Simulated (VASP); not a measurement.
A run of VASP 6.6.1:

Contents of INCAR:

```
  PREC = Accurate
  ENCUT = 600
  EDIFF = 1E-7
  ISMEAR = 0
  SIGMA = 0.1
  LREAL = False
  LASPH = True
  NELM = 100
  ALGO = Normal
  ISIF = 3
  LWAVE = False
  LCHARG = False
  GGA = PS
  IBRION = 2
  NSW = 90
  EDIFFG = -0.005
```

Contents of KPOINTS:

```
regular mesh
0
Gamma
  6 6 6
```

File POSCAR:

```
Pd
1.0
   -1.5431889800      1.5431889800      1.5431889800
    1.5431889800     -1.5431889800      1.5431889800
    1.5431889800      1.5431889800     -1.5431889800
Pd
1
Direct
    0.0000000000      0.0000000000      0.0000000000
```

Potentials or basis: VASP PAW PBE potentials, release 64 (Pd).

Command:

```bash
$ cat potpaw_PBE.64/Pd/POTCAR > POTCAR
$ mpirun -np 1 vasp_std > vasp.out
```

Hardware: 1 thread of Intel(R) Xeon(R) 6975P-C (Granite Rapids) (shared host).

Question: Estimate the wall time of this run.

Answer: Wall time 4.3 s on 1 thread of Intel(R) Xeon(R) 6975P-C (Granite Rapids) (shared host), peak memory 0.14 GiB. Counts: scf iterations 26, k points 16, ion steps 3.
